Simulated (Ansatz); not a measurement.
# SnSe: shifting one sublattice

Aim: for SnSe, measure how stiffly every Sn atom is held.

Computed with Ansatz 0.2.0 (DFT r2SCAN, scalar-relativistic, plane waves, PAW, unless a step's input says otherwise).

### 1 Starting point

It takes space group Fm-3m (No. 225, cubic). The conventional cell has a = 6.020 Å, b = 6.020 Å, c = 6.020 Å, α = 90.00°, β = 90.00°, γ = 90.00°. Sn (site symmetry m-3m) is surrounded by 6 Se at 3.01 Å. Around Se (site symmetry m-3m) lie 6 Sn at 3.01 Å.

As a file:

```
CELL_PARAMETERS angstrom
0.00000 3.01000 3.01000
3.01000 0.00000 3.01000
3.01000 3.01000 0.00000
ATOMIC_POSITIONS crystal
Sn 0.00000 0.00000 0.00000
Se 0.50000 0.50000 0.50000
```

No relaxation comes first: the listed cell is the starting point.

### 2 Zero of energy

Reference values: F = -11517.5855 eV; pressure -0.03 GPa; largest force 0.000 eV/Å; gap on the mesh 0.46 eV. It was computed beforehand with the settings of the runs below.

### 3 Next: shifting one sublattice

Every Sn atom is moved by x along the Cartesian unit vector (0.000, -0.707, -0.707); the cell and all other atoms stay fixed. Forces below are components along that vector, summed over the moved atoms.

### 4 At x = -0.100 Å

input.yaml reads:

```yaml
crystal:
  lattice:
    - [0.0, 3.01, 3.01]
    - [3.01, 0.0, 3.01]
    - [3.01, 3.01, 0.0]
  atoms:
    - { symbol: Sn, position: [0.0234919196, 0.0, 0.0] }
    - { symbol: Se, position: [0.5, 0.5, 0.5] }
basis:
  ecutwfc: 500
kpoints:
  mp_grid: { grid: [10, 10, 10] }
hamiltonian:
  xc: r2scan
scf:
  occupations: { method: gaussian, width: 0.05 }
output:
  forces: true
  stress: true
  eigenvalues: true
```

Started as:

```bash
$ ansatz run input.yaml --threads 1 --pin off --max-ram 2560MiB --backend cpu --events-out ev --progress --plain --runs-dir out
```

### 5 Point x = 0.075 Å

input.yaml, as its differences from that of step 4:

```diff
@@ -6,3 +6,3 @@
   atoms:
-    - { symbol: Sn, position: [0.0234919196, 0.0, 0.0] }
+    - { symbol: Sn, position: [-0.0176189397, 0.0, 0.0] }
     - { symbol: Se, position: [0.5, 0.5, 0.5] }
```

### 6 Point x = -0.050 Å

input.yaml, as its differences from that of step 5:

```diff
@@ -6,3 +6,3 @@
   atoms:
-    - { symbol: Sn, position: [-0.0176189397, 0.0, 0.0] }
+    - { symbol: Sn, position: [0.0117459598, 0.0, 0.0] }
     - { symbol: Se, position: [0.5, 0.5, 0.5] }
```

### 7 Point x = 0.025 Å

input.yaml, as its differences from that of step 6:

```diff
@@ -6,3 +6,3 @@
   atoms:
-    - { symbol: Sn, position: [0.0117459598, 0.0, 0.0] }
+    - { symbol: Sn, position: [-0.0058729799, 0.0, 0.0] }
     - { symbol: Se, position: [0.5, 0.5, 0.5] }
```

### 8 x = 0.087 Å

input.yaml, as its differences from that of step 7:

```diff
@@ -6,3 +6,3 @@
   atoms:
-    - { symbol: Sn, position: [-0.0058729799, 0.0, 0.0] }
+    - { symbol: Sn, position: [-0.0205554297, 0.0, 0.0] }
     - { symbol: Se, position: [0.5, 0.5, 0.5] }
```

### 9 x = 0.062 Å

input.yaml, as its differences from that of step 8:

```diff
@@ -6,3 +6,3 @@
   atoms:
-    - { symbol: Sn, position: [-0.0205554297, 0.0, 0.0] }
+    - { symbol: Sn, position: [-0.0146824498, 0.0, 0.0] }
     - { symbol: Se, position: [0.5, 0.5, 0.5] }
@@ -20 +20,5 @@
   eigenvalues: true
+  write_density: true
+  write_potential: true
+  elf: true
+  volumetric_format: npy
```

### 10 At x = 0.037 Å

input.yaml, as its differences from that of step 9:

```diff
@@ -6,3 +6,3 @@
   atoms:
-    - { symbol: Sn, position: [-0.0146824498, 0.0, 0.0] }
+    - { symbol: Sn, position: [-0.0088094699, 0.0, 0.0] }
     - { symbol: Se, position: [0.5, 0.5, 0.5] }
@@ -20,5 +20 @@
   eigenvalues: true
-  write_density: true
-  write_potential: true
-  elf: true
-  volumetric_format: npy
```

### 11 Point x = 0.013 Å

input.yaml, as its differences from that of step 10:

```diff
@@ -6,3 +6,3 @@
   atoms:
-    - { symbol: Sn, position: [-0.0088094699, 0.0, 0.0] }
+    - { symbol: Sn, position: [-0.00293649, 0.0, 0.0] }
     - { symbol: Se, position: [0.5, 0.5, 0.5] }
```

(Steps that only read results are left out.)

Q: Predict the outcome of this session.

As calculated:

```
                                                        quantity        value
force constant along x, from the points at -0.050, 0 and 0.013 Å  -0.42 eV/Å²
```

In words: The restoring force grows by -0.42 eV/Å per Å near the site, so the site is no minimum along this line. The energy drops below the reference, by 1.7 meV/cell at x = -0.100; the cell was taken as given and not relaxed at this level. The gap on the mesh stays between 0.42 and 0.46 eV.

Spin-orbit coupling is left out, though the cell holds Sn; it can move the gap.
